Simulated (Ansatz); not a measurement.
**ZnTe under a change: biaxial strain −2.35 %, plane normal [111], relaxed out of plane**

Take ZnTe in the zinc blende structure (space group F-43m, No. 216; a = 6.066 Å) as the base. Axes: x, y, z lie along the cube axes.

Modification: compressive biaxial strain of 2.35 % in the plane normal to [111], as in epitaxy on a mismatched substrate; the out-of-plane cell vector and the atoms relax.

Computed with Kohn–Sham DFT with the PBEsol functional, run in Ansatz (an electronic-structure program) with PAW and 420 eV plane waves, no spin-orbit coupling. Γ-centred 9×9×9 mesh, Fermi–Dirac width 0.05 eV.

The volume per atom shrinks by 0.90 Å³, from 27.90 Å³ to 27.00 Å³ and the shortest interatomic distance decreases by 0.063 bohr (4.963 bohr → 4.900 bohr). The energy increases by 11 meV/atom and the pressure (mean of the normal stresses, compression positive) goes from zero to 1.78 GPa. The band gap increases by 0.026 eV to 1.26 eV and the gap character stays direct at Γ. The electron mass becomes 0.080 mₑ out of plane, 0.096 mₑ in plane (at Γ) (base: 0.083 mₑ (at Γ)) and the valence-band top at Γ (three highest levels, from the VBM) changes from 0.00, 0.00, 0.00 eV to 0.00, 0.00, -0.30 eV. The valley order (the lowest conduction-band minima on the path, energy above the VBM, named in the base's zone) becomes Γ 1.26 eV; L along [1-11] 1.57 eV; X along [100] 1.87 eV; L along [111] 2.01 eV (base: Γ 1.24 eV; L along ⟨111⟩ 1.73 eV; a point along ⟨100⟩, about 0.9 Å⁻¹ from Γ 2.12 eV) and the out-of-plane strain is +1.48 %. The ratio −ε⊥/ε∥ comes out as 0.63.

Final structure (turned so that z lies along the plane normal):

```xyz
2
Lattice="4.1883 0.0000 0.0000 2.0942 3.6272 0.0000 2.0942 -1.2091 3.5540" Properties=species:S:1:pos:R:3 pbc="T T T"
Te     4.1883     2.4181     0.9124
Zn     0.0000     0.0000    -0.0239
```

With Te present, leaving out spin-orbit coupling can change the band edges. Masses are band curvatures over ±0.01 Å⁻¹ around the edge. Whether these cells are dynamically stable was not tested. k-point labels follow each cell's own Brillouin zone.
